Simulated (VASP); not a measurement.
# RbBr (P4mm) in VASP: a series of runs

One crystal, RbBr, is run at these levels: PBEsol; tasks: single point.

All numbers are computed with VASP 6.6.1; they aren't measurements. Logs are shortened: lines on timing, memory, paths and dates and some standing lists are left out, and cuts for length are marked.

### 1 The cell of the first run

It takes space group P4mm (No. 99, tetragonal). The conventional cell has a = 4.070 Å, b = 4.070 Å, c = 4.070 Å, α = 90.00°, β = 90.00°, γ = 90.00°. Rb (site symmetry 4mm) is surrounded by 8 Br at 3.43 to 3.62 Å. Br (site symmetry 4mm) has 8 Rb at 3.43 to 3.62 Å as nearest neighbours.

The cell comes from a database or a generator and needn't be the stable form of this composition.

### 2 Single point, PBEsol (mode 5 frozen in at -0.086 Å and mode 6 at +0.000 Å (largest displacements))

INCAR

```
PREC     = Accurate       # precision mode
ENCUT    = 520            # plane-wave cutoff, eV
EDIFF    = 1E-7           # SCF threshold, eV
ISMEAR   = 0              # smearing method
SIGMA    = 0.05           # smearing width, eV
LREAL    = False          # projectors in reciprocal space
LASPH    = True           # aspherical terms in the spheres
NELM     = 80             # most SCF steps
ALGO     = Normal         # electronic algorithm
ISIF     = 2              # what is computed and relaxed
LWAVE    = False          # write WAVECAR
LCHARG   = True           # write CHGCAR
GGA      = PS             # functional
LELF     = True           # ELF
LVHAR    = True         
NBANDS   = 15             # bands
```

KPOINTS

```
Automatic mesh
0
Gamma
  6 6 6
```

POSCAR

```
RbBr
1.0
    4.0701688540      0.0000000000      0.0000000000
    0.0000000000      4.0701688540      0.0000000000
    0.0000000000      0.0000000000      4.0701688540
Rb Br
1 1
Direct
    0.0000000000     -0.0198457406      0.0000000000
    0.5000000000      0.5212276205      0.5000000000
```

Potentials or basis: VASP PAW PBE potentials, release 64 (Rb_sv, Br).

Command:

```
> cat potpaw_PBE.64/Rb_sv/POTCAR potpaw_PBE.64/Br/POTCAR > POTCAR
> mpirun -np 1 vasp_std > vasp.out
```

OUTCAR:

```text
PREC = Accurate
   ENCUT = 520
   EDIFF = 1E-7
   ISMEAR = 0
   LREAL = False
   LASPH = True
   NELM = 80
   ISIF = 2
   GGA = PS

 ion  position               nearest neighbor table
   1  0.000  0.980  0.000-   2 3.43   2 3.43   2 3.43   2 3.43   2 3.62   2 3.62   2 3.62   2 3.62

   2  0.500  0.521  0.500-   1 3.43   1 3.43   1 3.43   1 3.43   1 3.62   1 3.62   1 3.62   1 3.62

  LATTYP: Found a simple cubic cell.
 ALAT       =     4.0701688540

  Lattice vectors:

 A1 = (   4.0701688540,   0.0000000000,   0.0000000000)
 A2 = (   0.0000000000,   4.0701688540,   0.0000000000)
 A3 = (   0.0000000000,   0.0000000000,   4.0701688540)

Analysis of symmetry for initial positions (statically):
=====================================================================
 Subroutine PRICEL returns:
 Original cell was already a primitive cell.

 Routine SETGRP: Setting up the symmetry group for a
 simple cubic supercell.

 Subroutine GETGRP returns: Found  8 space group operations
 (whereof  8 operations were pure point group operations)
 out of a pool of 48 trial point group operations.

The static configuration has the point symmetry C_4v.

Analysis of symmetry for dynamics (positions and initial velocities):
=====================================================================
 Subroutine PRICEL returns:
 Original cell was already a primitive cell.

 Routine SETGRP: Setting up the symmetry group for a
 simple cubic supercell.

 Subroutine GETGRP returns: Found  8 space group operations
 (whereof  8 operations were pure point group operations)
 out of a pool of 48 trial point group operations.

The dynamic configuration has the point symmetry C_4v.

 Subroutine INISYM returns: Found  8 space group operations
 (whereof  8 operations are pure point group operations),
 and found     1 'primitive' translations

----------------------------------------------------------------------------------------

                                     Primitive cell

  volume of cell :      67.4275

  direct lattice vectors                    reciprocal lattice vectors
     4.070168854  0.000000000  0.000000000     0.245690053  0.000000000  0.000000000
     0.000000000  4.070168854  0.000000000     0.000000000  0.245690053  0.000000000
     0.000000000  0.000000000  4.070168854     0.000000000  0.000000000  0.245690053

  length of vectors
     4.070168854  4.070168854  4.070168854     0.245690053  0.245690053  0.245690053

  position of ions in fractional coordinates (direct lattice)
     0.000000000  0.980154259  0.000000000
     0.500000000  0.521227620  0.500000000

  ion indices of the primitive-cell ions
   primitive index   ion index
                 1           1
                 2           2

----------------------------------------------------------------------------------------

 KPOINTS: Automatic mesh

Automatic generation of k-mesh.
 Grid dimensions read from file:
 generate k-points for:    6    6    6

 Generating k-lattice:

  Cartesian coordinates                     Fractional coordinates (reciprocal lattice)
     0.040948342  0.000000000  0.000000000     0.166666667  0.000000000  0.000000000
     0.000000000  0.040948342  0.000000000     0.000000000  0.166666667  0.000000000
     0.000000000  0.000000000  0.040948342     0.000000000  0.000000000  0.166666667

  Length of vectors
     0.040948342  0.040948342  0.040948342

  Shift w.r.t. Gamma in fractional coordinates (k-lattice)
     0.000000000  0.000000000  0.000000000

 Subroutine IBZKPT returns following result:
 ===========================================

 Found     40 irreducible k-points:

 Following reciprocal coordinates:
            Coordinates               Weight
  0.000000  0.000000  0.000000      1.000000
  0.166667  0.000000  0.000000      4.000000
  0.000000  0.166667  0.000000      2.000000
  0.333333  0.000000  0.000000      4.000000
  0.000000  0.333333  0.000000      2.000000
  0.500000  0.000000  0.000000      2.000000
[... 16 lines left out ...]
  0.166667  0.166667  0.166667      8.000000
  0.333333  0.166667  0.166667     16.000000
 [... further k-points ...]
   k-points           NKPTS =     40   k-points in BZ     NKDIM =     40   number of bands    NBANDS=     15
   number of dos      NEDOS =    301   number of ions     NIONS =      2
   total plane-waves  NPLWV =  27000
   dimension x,y,z NGX =    30 NGY =   30 NGZ =   30
   dimension x,y,z NGXF=    60 NGYF=   60 NGZF=   60
   ions per type =               1   1
   NGX,Y,Z   is equivalent  to a cutoff of  12.25, 12.25, 12.25 a.u.
   NGXF,Y,Z  is equivalent  to a cutoff of  24.51, 24.51, 24.51 a.u.
 SYSTEM =  unknown system
   PREC   = accura    normal or accurate (medium, high low for compatibility)
   ISTART =      0    job   : 0-new  1-cont  2-samecut
   ICHARG =      2    charge: 1-file 2-atom 10-const
   ISPIN  =      1    spin polarized calculation?
   LNONCOLLINEAR =      F non collinear calculations
   LSORBIT =      F    spin-orbit coupling
   LASPH  =      T    aspherical Exc in radial PAW
   ENCUT  =  520.0 eV  38.22 Ry    6.18 a.u.   7.57  7.57  7.57*2*pi/ulx,y,z
   NELM   =     80;   NELMIN=  2; NELMDL= -5     # of ELM steps
   EDIFF  = 0.1E-06   stopping-criterion for ELM
   LREAL  =      F    real-space projection
   EDIFFG = 0.1E-05   stopping-criterion for IOM
   NSW    =      0    number of steps for IOM
   IBRION =     -1    ionic relax: 0-MD 1-quasi-New 2-CG
   NFREE  =      0    steps in history (QN), initial steepest desc. (CG)
   ISIF   =      2    stress and relaxation
   ISYM   =      2    0-nonsym 1-usesym 2-fastsym
   POTIM  = 0.5000    time-step for ionic-motion
   TEBEG  =    0.0;   TEEND  =   0.0 temperature during run
   PSTRESS=    0.0 pullay stress
   NELECT =      16.0000    total number of electrons
   NUPDOWN=      -1.0000    fix difference up-down
   EMIN   =  10.00;   EMAX   =-10.00  energy-range for DOS
   EFERMI =   0.00;   METHOD = LEGACY
   ISMEAR =     0;   SIGMA  =   0.05  broadening in eV -4-tet -1-fermi 0-gaus
   EFERMI_NEDOS =   21; number of points for ismear=-14 and -15
   IALGO  =     38    algorithm
   IMIX   =      4    mixing-type and parameters
     AMIX     =   0.40;   BMIX     =  1.00
     AMIX_MAG =   1.60;   BMIX_MAG =  1.00
  volume/ion in A,a.u.               =      33.71       227.51
  Fermi-wavevector in a.u.,A,eV,Ry     =   1.013528  1.915290 13.976434  1.027239
  Thomas-Fermi vector in A             =   2.146702
   LORBIT       =      0    0 simple, 1 ext, 2 COOP (PROOUT), +10 PAW based schemes
   GGA     = PS    functional components
   LHFCALC =     F    Hartree Fock is set to
   AEXX    =    0.0000 exact exchange contribution
   IVDW    =     0    specifies the selected vdW correction
   LEPSILON=     F    determine dielectric tensor
   LRPA    =     F    only Hartree local field effects (RPA)
 non-spin polarized calculation
 Gauss-broadening in eV      SIGMA  =   0.05
  energy-cutoff  :      520.00
  volume of cell :       67.43
 maximum number of plane-waves:      1856
   NGX = 15   NGY = 15   NGZ = 15

 number of electron      15.9999999 magnetization

 Free energy of the ion-electron system (eV)
  ---------------------------------------------------
  ext. energy  EPLUGINS =         0.00000000
  ---------------------------------------------------
  free energy    TOTEN  =        -6.28869248 eV

  energy without entropy =       -6.28869248  energy(sigma->0) =       -6.28869248

 E-fermi :  -0.2931     XC(G=0):  -8.2947

 val. band max:       -0.5757826900   @ k =   0.5000   0.0000   0.5000
 cond. band min:       3.4723436537   @ k =   0.0000   0.0000   0.0000
 fundamental gap:      4.0481263437
 Fermi energy:        -0.2931042470

 k-point     1 :       0.0000    0.0000    0.0000
  band No.  band energies     occupation
      1     -25.5328      2.00000
      2     -13.2840      2.00000
      3      -9.5208      2.00000
      4      -9.5208      2.00000
      5      -9.5170      2.00000
      6      -0.7447      2.00000
      7      -0.7321      2.00000
      8      -0.7321      2.00000
      9       3.4723      0.00000
     10       4.8271      0.00000
     11       4.9044      0.00000
     12       9.4195      0.00000
     13       9.4745      0.00000
     14       9.4745      0.00000
     15      11.9560      0.00000

 k-point     2 :       0.1667    0.0000    0.0000
  band No.  band energies     occupation
      1     -25.5264      2.00000
      2     -13.2839      2.00000
      3      -9.5634      2.00000
      4      -9.5062      2.00000
      5      -9.5013      2.00000
      6      -1.2841      2.00000
      7      -0.7591      2.00000
      8      -0.7577      2.00000
      9       4.1630      0.00000
     10       5.0885      0.00000
     11       5.4882      0.00000
     12       9.2720      0.00000
     13       9.3258      0.00000
     14       9.6452      0.00000
     15      10.6967      0.00000

 k-point     3 :       0.0000    0.1667    0.0000
  band No.  band energies     occupation
      1     -25.5265      2.00000
      2     -13.2827      2.00000
      3      -9.5596      2.00000
      4      -9.5066      2.00000
      5      -9.5066      2.00000
      6      -1.2902      2.00000
      7      -0.7546      2.00000
      8      -0.7546      2.00000
      9       4.1592      0.00000
     10       5.0429      0.00000
     11       5.5541      0.00000
     12       9.3166      0.00000
     13       9.3166      0.00000
     14       9.5793      0.00000
     15      10.8589      0.00000

 k-point     4 :       0.3333    0.0000    0.0000
  band No.  band energies     occupation
      1     -25.5137      2.00000
      2     -13.2864      2.00000
      3      -9.6290      2.00000
      4      -9.4776      2.00000
      5      -9.4767      2.00000
      6      -2.1053      2.00000
      7      -0.8113      2.00000
      8      -0.7940      2.00000
      9       5.5216      0.00000
     10       5.6652      0.00000
     11       6.7784      0.00000
     12       8.7585      0.00000
     13       9.2209      0.00000
     14       9.4661      0.00000
     15      10.0253      0.00000
[... 307 lines left out ...]
 k-point    22 :       0.5000    0.0000    0.5000
  band No.  band energies     occupation
      1     -25.4843      2.00000
      2     -13.0693      2.00000
      3      -9.8861      2.00000
      4      -9.8861      2.00000
      5      -9.4257      2.00000
      6      -1.6855      2.00000
      7      -1.6855      2.00000
      8      -0.5758      2.00000
      9       4.6357      0.00000
     10       5.5982      0.00000
     11       7.3653      0.00000
     12       7.3653      0.00000
     13      10.4472      0.00000
     14      10.4472      0.00000
     15      11.2630      0.00000

 k-point    23 :       0.1667    0.1667    0.1667
  band No.  band energies     occupation
      1     -25.5142      2.00000
      2     -13.2503      2.00000
      3      -9.5976      2.00000
      4      -9.5970      2.00000
      5      -9.4886      2.00000
      6      -1.3808      2.00000
      7      -1.0808      2.00000
      8      -1.0804      2.00000
      9       5.1538      0.00000
     10       6.0035      0.00000
     11       6.0337      0.00000
     12       8.4488      0.00000
     13       8.5060      0.00000
     14       9.2464      0.00000
     15      11.6652      0.00000

 k-point    24 :       0.3333    0.1667    0.1667
  band No.  band energies     occupation
      1     -25.5020      2.00000
      2     -13.2108      2.00000
      3      -9.7036      2.00000
      4      -9.5624      2.00000
      5      -9.5392      2.00000
      6      -1.8733      2.00000
      7      -1.1546      2.00000
      8      -1.0276      2.00000
      9       5.9175      0.00000
     10       6.3090      0.00000
     11       6.9363      0.00000
     12       8.1541      0.00000
     13       8.3220      0.00000
     14       8.5911      0.00000
     15      10.9965      0.00000

 [... further k-points ...]

------------------------ aborting loop because EDIFF is reached ----------------------------------------

  FORCE on cell =-STRESS in cart. coord.  units (eV):
  Direction    XX          YY          ZZ          XY          YZ          ZX
  --------------------------------------------------------------------------------------
  -------------------------------------------------------------------------------------
  Total        0.1139514      0.0836343      0.1139514      0.0000000      0.0000000      0.0000000
  in kB        2.7076534      1.9872736      2.7076534      0.0000000      0.0000000      0.0000000
  external PRESSURE =       2.4675268 kB  Pullay stress =       0.0000000 kB

 VOLUME and BASIS-vectors are now :
 -----------------------------------------------------------------------------
  energy-cutoff  :      520.00
  volume of cell :       67.43
      direct lattice vectors                 reciprocal lattice vectors
     4.070168854  0.000000000  0.000000000     0.245690053  0.000000000  0.000000000
     0.000000000  4.070168854  0.000000000     0.000000000  0.245690053  0.000000000
     0.000000000  0.000000000  4.070168854     0.000000000  0.000000000  0.245690053

 POSITION                                       TOTAL-FORCE (eV/Angst)
 -----------------------------------------------------------------------------------
      0.00000      3.98939      0.00000         0.000000      0.147202      0.000000
      2.03508      2.12148      2.03508         0.000000     -0.147202     -0.000000
 -----------------------------------------------------------------------------------
    total drift:                                0.000000      0.000059      0.000001

  FREE ENERGIE OF THE ION-ELECTRON SYSTEM (eV)
  ---------------------------------------------------
  free  energy   TOTEN  =        -6.2886924824 eV

  energy  without entropy=       -6.2886924824  energy(sigma->0) =       -6.28869248
```

Run time: 29 s. Hardware: 1 thread of Intel Xeon Platinum 8488C (Sapphire Rapids), shared host; peak memory 0.18 GiB.

Results:

```yaml
Free_energy: -6.2887 eV
Pressure: 0.2 GPa
Largest_force: 0.147 eV/Å
Band_gap_on_the_k_mesh: 4.05 eV, indirect (least direct gap 4.20 eV)
```

Forces in eV/Å, atoms in the order of the input:
```
Rb   0.000  0.147  0.000
Br   0.000 -0.147  0.000
```

Caveat: the PAW data sets were made with another functional, which shifts forces and pressure a little. A k mesh can miss the band edges.

[end of part 1 of 2]
